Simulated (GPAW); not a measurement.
Wanted: an ASE script for a GPAW 26.7.0 run.

| Quantity | Value |
| --- | --- |
| Task | relaxation of cell and atoms |
| Functional | r2SCAN |
| Potentials or basis | GPAW PAW data sets (gpaw-data 1.2.1) |
| Cutoff | 600 eV |
| Basis | pw |
| k mesh | 7 × 7 × 5 |
| Occupations | fermi-dirac, width 0.05 eV |
| Spin | collinear spin, ferromagnetic start |
| Starting moments | [0.0, 3.0] μB |
| Target pressure | -1 GPa |
| Maxiter | 150 |
| Optimizer | FIRE |
| Fmax | 0.01 eV/Å |
| Max steps | 100 |
| Target pressure | -1 GPa |
| Convergence | density=1e-06 energy=1e-06 eigenstates=1e-10 |

The structure of FePt (Tetraferroplatinum) lies in FePt.cif:

```cif
data_FePt
_cell_length_a 2.72350000
_cell_length_b 2.72350000
_cell_length_c 3.72000000
_cell_angle_alpha 90.00000000
_cell_angle_beta 90.00000000
_cell_angle_gamma 90.00000000
_space_group_name_H-M_alt 'P4/mmm'
_space_group_name_Hall '-P 4 2'
_space_group_IT_number 123
loop_
_space_group_symop_operation_xyz
'x,y,z'
'-x,-y,-z'
'-y,x,z'
'y,-x,-z'
'-x,-y,z'
'x,y,-z'
'y,-x,z'
'-y,x,-z'
'x,-y,-z'
'-x,y,z'
'-y,-x,-z'
'y,x,z'
'-x,y,-z'
'x,-y,z'
'y,x,-z'
'-y,-x,z'
loop_
_atom_site_label
_atom_site_type_symbol
_atom_site_symmetry_multiplicity
_atom_site_Wyckoff_symbol
_atom_site_fract_x
_atom_site_fract_y
_atom_site_fract_z
_atom_site_occupancy
Pt1 Pt 1 d 0.5000000000 0.5000000000 0.5000000000 1
Fe1 Fe 1 a 0.0000000000 0.0000000000 0.0000000000 1
```

The input as run:

run.py

```python
from ase.filters import FrechetCellFilter
from ase.io import read, write
from ase.optimize import FIRE
from ase.units import GPa
from gpaw import GPAW, PW

atoms = read('FePt.cif')
atoms.set_initial_magnetic_moments([0.0, 3.0])

calc = GPAW(mode=PW(600),
            xc='MGGA_X_R2SCAN+MGGA_C_R2SCAN',
            kpts={'size': (7, 7, 5), 'gamma': True},
            occupations={'name': 'fermi-dirac', 'width': 0.05},
            nbands=24,
            convergence={'density': 1e-06, 'energy': 1e-06, 'eigenstates': 1e-10},
            maxiter=150,
            txt='gpaw.txt')
atoms.calc = calc
opt = FIRE(FrechetCellFilter(atoms, scalar_pressure=-1 * GPa), trajectory='relax.traj', logfile='-')
done = opt.run(fmax=0.01, steps=100)
calc.write('gs.gpw')
write('result.traj', atoms)
print('Converged:', done)
print('Cell:', atoms.cell.cellpar().round(4))
print('Volume:', round(atoms.get_volume(), 4))
print(atoms.get_scaled_positions().round(5))
```

Potentials or basis: GPAW PAW data sets (gpaw-data 1.2.1), pw.

Command:

```sh
$ OMP_NUM_THREADS=1 python run.py
```

It gave:

| Item | Value |
| --- | --- |
| Relaxed volume | 14.10 Å³/atom |
| Relaxed cell | a = 2.750 Å, b = 2.750 Å, c = 3.727 Å, α = 90.00°, β = 90.00°, γ = 90.00° |
| Space group after relaxing (to 0.05 Å) | P4/mmm (No. 123) |
| Energy change on relaxing (the enthalpy is what falls) | -2.9 meV/atom |
| Ionic steps | 25 |
| Pressure after relaxing | -1.0 GPa |
| Band gap on the k mesh | none (metal or under the smearing width) |
| Net moment | 3.54 μB per cell |
| Site moments | Pt +0.38; Fe +3.22 μB |

Caveat: each step starts from the last one's moments, so a moment once lost doesn't come back; later steps reuse the first step's grids; the PAW data sets were made with another functional, which shifts forces and pressure a little.

It took 21 min on 1 thread of Intel(R) Xeon(R) 6975P-C (Granite Rapids), with other jobs on the host, peak memory 2.1 GiB.
